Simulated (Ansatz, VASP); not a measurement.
W: 3 runs at one level of theory

The starting cell:

```
CELL_PARAMETERS angstrom
-1.58234 1.58234 1.58234
1.58234 -1.58234 1.58234
1.58234 1.58234 -1.58234
ATOMIC_POSITIONS crystal
W 0.00000 0.00000 0.00000
```

Alike in all runs: task relaxation of cell and atoms; functional PBEsol; k mesh 12 × 12 × 12; occupations fermi-dirac, width 0.05 eV; no spin polarisation; no spin-orbit coupling.

| program and potentials | plane-wave cutoff (eV) | notes | equilibrium volume (Å³/atom) |
| --- | --- | --- | --- |
| Ansatz, Ansatz PAW | 420 | potentials made for PBE, which Ansatz adapts in part | 15.69 |
| VASP, PBE PAW files W_sv, 600 eV | 600 | potentials made for PBE | 15.73 |
| Ansatz, all-electron LAPW, scalar-relativistic | - | - | 15.70 |

The equilibrium volume spans 15.69 (Ansatz, Ansatz PAW) to 15.73 Å³/atom (VASP, PBE PAW files W_sv, 600 eV), with all-electron results at 15.70. Relaxations stop with a little pressure left, so the last digit of a volume isn't settled.

Differences between rows come from potentials, basis sets and numerical settings, since the functional is the same but for its coding. Runs on potential files found faulty are left out.
